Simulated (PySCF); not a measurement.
Compound: propanoic acid, C3H6O2.
Structure used (PBE0-D3(BJ)/def2-TZVP), in Å, numbered top down from 1:
```xyz
11
C3H6O2 angstrom
C     -1.3227    0.1971    0.7863
C     -0.0367   -0.5266    0.4485
C      0.8755    0.2767   -0.4323
O      0.7083    1.4171   -0.7682
O      1.9512   -0.4372   -0.8141
H     -1.9127   -0.3837    1.4971
H     -1.1155    1.1742    1.2238
H     -1.9271    0.3614   -0.1070
H     -0.2219   -1.4823   -0.0503
H      0.5323   -0.7759    1.3506
H      2.4908    0.1507   -1.3609
```

The closed-shell ground state was solved at several levels (PySCF, density fitting, gas phase, non-relativistic). One conformer (not necessarily the lowest) at the PBE0-D3(BJ)/def2-TZVP geometry, without solvent, vibrations or thermal averaging.

```
                level  basis functions  HOMO (eV)  LUMO (eV)  gap (eV)  dipole (D)
        PBE0/pcSseg-2              264      -8.14       0.20      8.34        1.65
     wB97X-D/pcSseg-2              264     -10.07       2.07     12.14        1.68
       B97-2/pcSseg-2              264      -7.84       0.13      7.97        1.65
CAM-B3LYP/aug-cc-pVTZ              368      -9.66       0.17      9.83        1.68
  wB97X-D/aug-cc-pVTZ              368     -10.06       0.81     10.87        1.67
     PBE0/aug-cc-pVTZ              368      -8.14      -0.17      7.97        1.66
```

Question: What might KT3/pcSseg-2 (264 basis functions) give for the same quantities?

Answer: HOMO -6.63 eV, LUMO -0.88 eV, gap 5.75 eV, dipole 1.58 D.

Question: Over all these levels, which gives the widest orbital gap and which the narrowest?

Answer: wB97X-D/pcSseg-2 (range-separated hybrid) has the widest, 12.14 eV, and KT3/pcSseg-2 (GGA) the narrowest, 5.75 eV. The two share the basis. From the narrowest to the widest the HOMO moves by -3.44 eV and the LUMO by +2.95 eV.

Question: In the pcSseg-2 basis, how does the gap go with the fixed share of exact exchange?

Answer: KT3 (0 %) 5.75 eV; B97-2 (21 %) 7.97 eV; PBE0 (25 %) 8.34 eV. Each rise in the share widens the gap here.

Question: How far do the dipole and the HOMO energy spread over the levels?

Answer: The dipole runs from 1.58 to 1.68 D (mean 1.65 D) and the HOMO from -10.07 to -6.63 eV.
